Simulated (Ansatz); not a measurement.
Input of an Ansatz 0.2.0 run:

File input.yaml:

```yaml
crystal:
  lattice:
    - [3.184541456, 0.0, 0.0]
    - [-1.592270728, 2.7578938003, 0.0]
    - [0.0, 0.0, 21.67053472]
  atoms:
    - { symbol: Mo, position: [0.3333333333, 0.6666666667, 0.85116023] }
    - { symbol: Mo, position: [0.6666666667, 0.3333333333, 0.14883977] }
    - { symbol: S, position: [0.6666666667, 0.3333333333, 0.77962539] }
    - { symbol: S, position: [0.3333333333, 0.6666666667, 0.077251] }
    - { symbol: S, position: [0.6666666667, 0.3333333333, 0.922749] }
    - { symbol: S, position: [0.3333333333, 0.6666666667, 0.22037461] }
hamiltonian:
  xc: rpbe
  pseudopotentials: { kind: paw }
kpoints:
  mp_grid: { grid: [10, 10, 2] }
  band_path:
    path:
      - [[0.0, 0.0, 0.0], [0.5, 0.0, 0.0], [0.3333333333, 0.3333333333, 0.0], [0.0, 0.0, 0.0], [0.0, 0.0, 0.5], [0.5, 0.0, 0.5], [0.3333333333, 0.3333333333, 0.5], [0.0, 0.0, 0.5]]
      - [[0.5, 0.0, 0.5], [0.5, 0.0, 0.0]]
      - [[0.3333333333, 0.3333333333, 0.0], [0.3333333333, 0.3333333333, 0.5]]
    npoints: 14
scf:
  occupations: { method: fermi_dirac, width: 0.05 }
  n_extra_bands: 15
output:
  forces: true
  stress: true
  eigenvalues: true
  fatbands: false
```

Potentials or basis: Ansatz PAW.

Launch:

```sh
$ ansatz run input.yaml --threads 2 --pin off --max-ram 5632MiB --backend cpu --events-out ev --progress --plain --runs-dir out
```

Problem. What does it give for the band gap on the k mesh?

Solution. 1.40 eV, indirect (least direct gap 1.89 eV).

Problem. Predict the band gap along the path.

Solution. 1.26 eV, indirect (least direct gap 1.63 eV).

Stress tensor (GPa, compression positive):
```
1.95 0.00 0.00
0.00 1.95 0.00
0.00 0.00 2.58
```

Caveat: the k mesh misses the band edges, so the gap on the mesh is wider than the one along the path; the PAW data sets come from PBE, with cores solved anew for the run's functional, which leaves a small shift of forces and pressure. As with any semilocal functional, this RPBE gap is likely too small.
